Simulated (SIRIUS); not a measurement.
# GaAs (Fm-3m) in SIRIUS: further runs, part 2 of 2

SIRIUS 7.10.0.

## Step 5: Single point, PBE

The input, sirius.json:

```json
{
  "control": {
    "processing_unit": "cpu",
    "verbosity": 2,
    "num_bands_to_print": 22,
    "print_forces": true,
    "print_stress": true
  },
  "parameters": {
    "electronic_structure_method": "pseudopotential",
    "xc_functionals": ["XC_GGA_X_PBE", "XC_GGA_C_PBE"],
    "gk_cutoff": 9.2,
    "pw_cutoff": 18.4,
    "ngridk": [9, 9, 9],
    "shiftk": [0, 0, 0],
    "smearing": "fermi_dirac",
    "smearing_width": 0.0018374661,
    "num_bands": 22,
    "num_mag_dims": 0,
    "num_dft_iter": 100,
    "energy_tol": 1e-08,
    "density_tol": 1e-06
  },
  "iterative_solver": {
    "type": "davidson",
    "min_tolerance": 1e-09,
    "tolerance_scale": [0.1, 0.25]
  },
  "mixer": {
    "type": "anderson",
    "beta": 0.7,
    "max_history": 8
  },
  "settings": {
    "tol_ne": 1e-10,
    "pseudo_grid_cutoff": 6.5
  },
  "unit_cell": {
    "lattice_vectors": [
      [0.0, 5.094493762117, 5.094493762117],
      [5.094493762117, 0.0, 5.094493762117],
      [5.094493762117, 5.094493762117, 0.0]
    ],
    "atom_coordinate_units": "lattice",
    "atom_types": ["Ga", "As"],
    "atom_files": {
      "Ga": "Ga.json",
      "As": "As.json"
    },
    "atoms": {
      "Ga": [
        [0.0, 0.0, 0.0]
      ],
      "As": [
        [0.5, 0.5, 0.5]
      ]
    }
  }
}
```

Potentials or basis: SPMS 1.0 PBE (norm-conserving).

Launch:

```
$ upf_to_json 31_Ga_13_1.9_2.4_pbe_n_v1.0.upf
$ upf_to_json 33_As_15_1.8_2.1_pbe_n_v1.0.upf
$ OMP_NUM_THREADS=1 sirius.scf --input=sirius.json --output=out.json --task=0
```

The log of the run:

```text
[info] SIRIUS version : 7.10.0
[info] number of MPI ranks           : 1
[info] MPI grid                      : 1 1
[info] maximum number of OMP threads : 1
[fft] FFT context for density and potential
[fft] =====================================
[fft]   comm size                             : 1
[fft]   plane wave cutoff                     : 18.4
[fft]   grid size                             : 45 45 45   total : 91125
[fft]   grid limits                           : -22 22   -22 22   -22 22
[fft]   number of G-vectors within the cutoff : 13863
[fft]   local number of G-vectors             : 13863
[fft]   number of G-shells                    : 758
[fft] FFT context for coarse grid
[fft] =====================================
[fft]   comm size                             : 1
[fft]   plane wave cutoff                     : 18.4
[fft]   grid size                             : 45 45 45   total : 91125
[fft]   grid limits                           : -22 22   -22 22   -22 22
[fft]   number of G-vectors within the cutoff : 13863
[fft]   local number of G-vectors             : 13863
[fft]   number of G-shells                    : 758
[unit cell] lattice vectors
[unit cell]   a1 :       0.0000000000      5.0944937621      5.0944937621
[unit cell]   a2 :       5.0944937621      0.0000000000      5.0944937621
[unit cell]   a3 :       5.0944937621      5.0944937621      0.0000000000
[unit cell] reciprocal lattice vectors
[unit cell]   b1 :      -0.6166643440      0.6166643440      0.6166643440
[unit cell]   b2 :       0.6166643440     -0.6166643440      0.6166643440
[unit cell]   b3 :       0.6166643440      0.6166643440     -0.6166643440
[unit cell] unit cell volume :       264.44362393 [a.u.^3]
[unit cell] 1/sqrt(omega)    :         0.06149410
[unit cell] MT volume        :         0.00000000 ( 0.00%)
[unit cell] IT volume        :       264.44362393 (100.00%)
[unit cell] number of atom types : 2
[unit cell] type id : 0 symbol : Ga mt_radius :  19.010000 num_atoms : 1
[unit cell] type id : 1 symbol : As mt_radius :  13.490000 num_atoms : 1
[unit cell] total number of atoms : 2
[unit cell] number of symmetry classes : 2
[unit cell] number of PAW atoms : 0
[unit cell] atom id  type id  class id             position                      vector_field
[unit cell] ------------------------------------------------------------------------------------------
[... 302 lines left out ...]
[diagonalize] ik:    1   -0.883744   -0.883744   -0.883533   -0.883529   -0.883529   -0.125383   -0.125383   -0.124710   -0.124591   -0.124591   -0.056581    0.342621    0.419480    0.419480    0.476149    0.656496    0.656496    0.657527    0.700609    0.704781    0.704781    0.836176
[diagonalize] ik:    2   -0.883743   -0.883743   -0.883525   -0.883509   -0.883509   -0.125714   -0.125714   -0.124771   -0.124277   -0.124277   -0.039030    0.266606    0.419692    0.419692    0.507924    0.601471    0.601471    0.622294    0.715441    0.743822    0.743822    0.939990
[diagonalize] ik:    3   -0.883743   -0.883743   -0.883516   -0.883486   -0.883486   -0.126112   -0.126112   -0.124868   -0.123897   -0.123897   -0.012116    0.197491    0.422418    0.422418    0.515563    0.557184    0.557184    0.592520    0.769437    0.804745    0.804745    1.025973
[diagonalize] ik:    4   -0.883744   -0.883744   -0.883510   -0.883470   -0.883470   -0.126375   -0.126375   -0.124943   -0.123645   -0.123645    0.015093    0.148323    0.426332    0.426332    0.516226    0.531410    0.531410    0.574955    0.843249    0.883014    0.883014    0.958897
[diagonalize] ...
[diagonalize] ik:   30   -0.883766   -0.883720   -0.883503   -0.883482   -0.883438   -0.128870   -0.125725   -0.124514   -0.124155   -0.123355    0.045585    0.179927    0.275577    0.327434    0.476952    0.574670    0.694702    0.731676    0.761383    0.808812    0.924519    1.010533
[diagonalize] ik:   31   -0.883760   -0.883725   -0.883506   -0.883481   -0.883452   -0.128202   -0.125827   -0.124541   -0.124119   -0.123560    0.028136    0.191104    0.287144    0.354616    0.496623    0.550633    0.683807    0.686206    0.785159    0.830613    0.872426    0.951892
[diagonalize] ik:   32   -0.883788   -0.883703   -0.883554   -0.883441   -0.883425   -0.130503   -0.125222   -0.124955   -0.123456   -0.123166    0.047278    0.220089    0.259242    0.307895    0.397782    0.590731    0.690500    0.789344    0.811641    0.906639    0.962855    1.018858
[diagonalize] ik:   33   -0.883779   -0.883709   -0.883532   -0.883459   -0.883425   -0.129979   -0.125303   -0.124913   -0.123780   -0.123171    0.054186    0.210316    0.239350    0.305180    0.439083    0.629950    0.644810    0.776317    0.781577    0.866559    0.973215    1.020165
[diagonalize] ik:   34   -0.883772   -0.883714   -0.883510   -0.883483   -0.883425   -0.129532   -0.125545   -0.124581   -0.124166   -0.123169    0.052666    0.201624    0.270596    0.271268    0.493840    0.574082    0.675664    0.732869    0.817174    0.822897    0.997821    1.001540
[find] Charges and magnetic moments
[find] --------------------------------------------------------------------------------
[find] total charge          : 28.000000
[find] Energy
[find] --------------------------------------------------------------------------------
[find] valence_eval_sum               :      -8.26717603
[find] <rho|V^{XC}>                   :     -27.78076252
[find] <rho|E^{XC}>                   :     -40.26231547
[find] <mag|B^{XC}>                   :       0.00000000
[find] <rho|V^{H}>                    :      85.08743960
[find] one-electron contribution      :     -65.57385311 (Ha),    -131.14770621 (Ry)
[find] hartree contribution           :      42.54371980
[find] xc contribution                :     -40.26231547
[find] ewald contribution             :    -109.50212065
[find] PAW contribution               :       0.00000000
[find] smearing (-TS)                 :      -0.00041262
[find] SCF correction                 :      -0.00000241
[find] Total energy                   :    -172.79457183 (Ha),    -345.58914366 (Ry)
[find] Free energy (E-TS)             :    -172.79498445 (Ha),    -345.58996890 (Ry)
[find] band gap (eV)                  :       0.00000000
[find] Efermi                         :       0.41810126
[find] iteration : 10, RMS : 5.685913202411e-08, energy difference : 5.371134648158e-10
[find] Hartree energy of density residual : 2.322900025681e-13
[find] bands are converged : true
[find] iterative solver converged : true
[find] converged after 11 SCF iterations!
[find] Charges and magnetic moments
[find] --------------------------------------------------------------------------------
[find] total charge          : 28.000000
[find] Energy
[find] --------------------------------------------------------------------------------
[find] valence_eval_sum               :      -8.26717603
[find] <rho|V^{XC}>                   :     -27.78076252
[find] <rho|E^{XC}>                   :     -40.26231547
[find] <mag|B^{XC}>                   :       0.00000000
[find] <rho|V^{H}>                    :      85.08743960
[find] one-electron contribution      :     -65.57385311 (Ha),    -131.14770621 (Ry)
[find] hartree contribution           :      42.54371980
[find] xc contribution                :     -40.26231547
[find] ewald contribution             :    -109.50212065
[find] PAW contribution               :       0.00000000
[find] smearing (-TS)                 :      -0.00041262
[find] SCF correction                 :      -0.00000241
[find] Total energy                   :    -172.79457183 (Ha),    -345.58914366 (Ry)
[find] Free energy (E-TS)             :    -172.79498445 (Ha),    -345.58996890 (Ry)
[find] band gap (eV)                  :       0.00000000
[find] Efermi                         :       0.41810126
[ground_state] === stress tensor components [kbar] ===
[ground_state] === stress_kin ===
[ground_state] -88349.161173   -0.000000    0.000000
[ground_state]    -0.000000-88349.161173    0.000000
[ground_state]     0.000000    0.000000-88349.161173
[ground_state] === stress_har ===
[ground_state] -15777.518951   -0.000000    0.000000
[ground_state]    -0.000000-15777.518951    0.000000
[ground_state]     0.000000    0.000000-15777.518951
[ground_state] === stress_ewald ===
[ground_state] 40609.325934    0.000000   -0.000000
[ground_state]     0.00000040609.325934   -0.000000
[ground_state]    -0.000000   -0.00000040609.325934
[ground_state] === stress_vloc ===
[ground_state] -10817.709020   -0.000000    0.000000
[ground_state]    -0.000000-10817.709020    0.000000
[ground_state]     0.000000    0.000000-10817.709020
[ground_state] === stress_xc ===
[ground_state] -13350.991938   -0.000000    0.000000
[ground_state]    -0.000000-13350.991938    0.000000
[ground_state]     0.000000    0.000000-13350.991938
[ground_state] === stress_core ===
[ground_state] 24170.111005    0.000000   -0.000000
[ground_state]     0.00000024170.111005   -0.000000
[ground_state]    -0.000000   -0.00000024170.111005
[ground_state] === stress_nonloc ===
[ground_state] 63514.263888    0.000000    0.000000
[ground_state]     0.00000063514.263888   -0.000000
[ground_state]     0.000000   -0.00000063514.263888
[ground_state] === stress_us_nl ===
[ground_state] 63514.263888    0.000000    0.000000
[ground_state]     0.00000063514.263888   -0.000000
[ground_state]     0.000000   -0.00000063514.263888
[ground_state] === stress_total ===
[ground_state]    -1.680256    0.000000    0.000000
[ground_state]     0.000000   -1.680256   -0.000000
[ground_state]     0.000000   -0.000000   -1.680256
[ground_state] ==== total Forces in Ha/bohr =====
[ground_state] atom:    0, force:       0.0000000      0.0000000      0.0000000
[... 14 lines left out ...]
[ground_state] atom:    0, force:       0.0000000      0.0000000      0.0000000
[ground_state] atom:    1, force:       0.0000000      0.0000000      0.0000000
[~DFT_ground_state] local op. applied: 19416
[~DFT_ground_state] evp. work count: 3456.25
[~DFT_ground_state] number of iterative solver steps: 1346
```

It took 67 s on 1 thread of Arm Neoverse V1, shared host; peak memory 0.43 GiB.

Results:

| Item | Value |
| --- | --- |
| Free energy | -4701.9911 eV |
| Pressure | 0.2 GPa |
| Band gap on the k mesh | none (metal or under the smearing width) |

## Step 6: Single point, PBE

Edit sirius.json of step 5 so:

```diff
@@ -11,4 +11,4 @@
     "xc_functionals": ["XC_GGA_X_PBE", "XC_GGA_C_PBE"],
-    "gk_cutoff": 9.2,
-    "pw_cutoff": 18.4,
+    "gk_cutoff": 6.4,
+    "pw_cutoff": 20.0,
     "ngridk": [9, 9, 9],
@@ -34,4 +34,3 @@
   "settings": {
-    "tol_ne": 1e-10,
-    "pseudo_grid_cutoff": 6.5
+    "tol_ne": 1e-10
   },
@@ -39,6 +38,7 @@
     "lattice_vectors": [
-      [0.0, 5.094493762117, 5.094493762117],
-      [5.094493762117, 0.0, 5.094493762117],
-      [5.094493762117, 5.094493762117, 0.0]
+      [0.0, 0.707106781187, 0.707106781187],
+      [0.707106781187, 0.0, 0.707106781187],
+      [0.707106781187, 0.707106781187, 0.0]
     ],
+    "lattice_vectors_scale": 7.2047021718,
     "atom_coordinate_units": "lattice",
```

Potentials or basis: JTH 2.0 PBE (PAW).

Launch:

```
$ upf_to_json Ga.GGA_PBE-JTH.UPF
$ upf_to_json As.GGA_PBE-JTH.UPF
$ OMP_NUM_THREADS=1 sirius.scf --input=sirius.json --output=out.json --task=0
```

Run time: 50 s. Hardware: 1 thread of Arm Neoverse V1, shared host; peak memory 0.39 GiB.

Results (log left out):

| Quantity | Value |
| --- | --- |
| Free energy | -8635.5143 eV |
| Pressure | 0.1 GPa |
| Band gap on the k mesh | none (metal or under the smearing width) |

## Step 7: Summary

| potentials or basis | cutoff (eV) | radial cutoff for the potentials' integrals | gap on the mesh (eV) | pressure (GPa) |
| --- | --- | --- | --- | --- |
| PseudoDojo 0.4.1 PBE standard (scalar relativistic) | 1152 | 6.5 bohr | none | 0.1 |
| in-house norm-conserving set, PBE (scalar relativistic) | 1152 | 6.5 bohr | none | 0.0 |
| GBRV 1.5 PBE (ultrasoft) | 557 | - | none | -0.3 |
| SPMS 1.0 PBE (norm-conserving) | 1152 | 6.5 bohr | none | 0.2 |
| JTH 2.0 PBE (PAW) | 557 | - | none | 0.1 |

Alike in all rows: task single point; level PBE; no spin polarisation; cell as given; k mesh 9 × 9 × 9; smearing fermi-dirac 0.05 eV.

Absolute energies hang on the potentials; compare differences alone.
